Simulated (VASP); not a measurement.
# Results of a VASP single-point calculation on InSb (strained zincblende)

POSCAR

```
In Sb
 1.0000000000000000
     0.0000000000000000    3.3424796577999998    3.2795130080999999
     3.3424796577999998    0.0000000000000000    3.2795130080999999
     3.3424796577999998    3.3424796577999998    0.0000000000000000
 In  Sb
   1   1
Cartesian
  0.0000000000000000  0.0000000000000000  0.0000000000000000
  1.6712398289000003  1.6712398289000003  1.6397565040500000
```

The gap between bands v and c is 0.08 eV and the least direct gap is 0.08 eV.

Band v is the last that the valence electrons fill when counted band by band, and c is the next. Levels in eV from the top of v:

```json
{"point": "Γ", "v−1": "0.00", "v": "0.00", "c": "0.08", "c+1": "2.96"}
{"point": "X", "v−1": "-2.06", "v": "-2.06", "c": "1.30", "c+1": "1.44"}
{"point": "K", "v−1": "-2.76", "v": "-1.66", "c": "1.71", "c+1": "3.66"}
{"point": "L", "v−1": "-0.93", "v": "-0.81", "c": "0.44", "c+1": "3.78"}
{"point": "W", "v−1": "-2.54", "v": "-2.40", "c": "3.21", "c+1": "3.92"}
```

Which of these levels of theory gave these results?
A. PBEsol
B. PBE with spin–orbit coupling
C. HSE06
D. LDA
E. PBE
F. r²SCAN
G. PBE0

E.

The INCAR was:

```
LREAL = .FALSE.
LCHARG = .FALSE.
PREC = Accurate
EDIFF = 1E-7
GGA = PE
ISIF = 2
SIGMA = 0.02
NSW = 0
ISMEAR = -1
ENCUT = 520
LWAVE = .FALSE.
IBRION = -1
LASPH = .TRUE.
NBANDS = 16
NELM = 120
```
